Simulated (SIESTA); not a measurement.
## Ag2O under changes of volume

One of the cells (17.503 Å³/atom); the others are scaled copies at fixed shape and fractional positions:

```
CELL_PARAMETERS angstrom
4.71800 0.00000 0.00000
0.00000 4.71800 0.00000
0.00000 0.00000 4.71800
ATOMIC_POSITIONS crystal
Ag 0.75000 0.25000 0.75000
Ag 0.75000 0.75000 0.25000
Ag 0.25000 0.75000 0.75000
Ag 0.25000 0.25000 0.25000
O 0.50000 0.50000 0.50000
O 0.00000 0.00000 0.00000
```

```yaml
Program: SIESTA 5.4.2
Functional: LDA
Potentials_or_basis: PseudoDojo 0.4 standard (LDA files)
Basis: DZP (energy shift 0.003 Ry; two zetas on semicore shells)
Grid_cutoff: 800 Ry
Energy_shift: 0.003 Ry
k_mesh: 4 × 4 × 4
Occupations: fermi-dirac, width 0.05 eV
Spin: no spin polarisation
```

| volume (Å³/atom) | energy over the lowest point (meV/atom) | pressure (GPa) |
| --- | --- | --- |
| 16.453 | ? | ? |
| 16.803 | 0.00 | 0.7 |
| 17.153 | 0.80 | -1.3 |
| 17.503 | 5.75 | -3.2 |
| 17.853 | 14.55 | -4.8 |
| 18.204 | 26.64 | -6.2 |
| 18.554 | 41.59 | -7.5 |

Problem. What does the run at 16.453 Å³/atom give?

Solution. Energy over the lowest point 4.05 meV/atom; pressure 3.1 GPa.

Worked out: A Birch-Murnaghan fit of order 3 (a polynomial in V^(-2/3)) to the other rows has its minimum at 16.92 Å³/atom with B0 = V·E''(V) = 102 GPa and B' = 5.1. It gives 4.06 meV/atom at 16.453 Å³/atom, against the run's 4.05, and -dE/dV = 3.1 GPa, against 3.1.

Energies are extrapolated to zero smearing.

Caveats: short orbitals over semicore shells can move pressures by several GPa; the basis of atomic orbitals isn't converged, which shifts pressures, moduli and gaps.
